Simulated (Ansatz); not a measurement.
BaTiO3:

```
Ba Ti O
1.0
     4.00600    0.00000    0.00000
     0.00000    4.00600    0.00000
     0.00000    0.00000    4.00600
Ba Ti O
1 1 3
Direct
  0.50000 0.50000 0.50000
  0.00000 0.00000 0.00000
  0.00000 0.00000 0.50000
  0.00000 0.50000 0.00000
  0.50000 0.00000 0.00000
```

Base run:

| Property | Result |
| --- | --- |
| Program | Ansatz 0.2.0 |
| Functional | PBEsol |
| Potentials or basis | Ansatz PAW |
| Cutoff | 420 eV |
| Density cutoff | 1680 eV |
| k mesh | 7 × 7 × 7 |
| Occupations | fermi-dirac, width 0.05 eV |
| Spin | no spin polarisation |
| Hubbard terms | Ti d U = 5 eV |

Its results: band gap on the k mesh 2.41 eV, indirect (least direct gap 2.51 eV); pressure -3.0 GPa.

Q: The run is repeated on the same cell with these changes: hubbard terms from Ti d U = 5 eV to Ti d U = 4 eV. What comes out?

A: Band gap on the k mesh 2.27 eV, indirect (least direct gap 2.36 eV); pressure -3.3 GPa.

Caveats: odd divisions of the mesh miss points on the zone boundary, where band edges often lie, so the gap on the mesh can be too wide; spin-orbit coupling is left out, which moves the levels of the heavy elements; the PAW data sets come from PBE, with cores solved anew for the run's functional, which leaves a small shift of forces and pressure; the density of states is complete only up to the lowest level of the last band computed.

A k mesh can miss the band edges.

Not every run made on this cell is shown here.
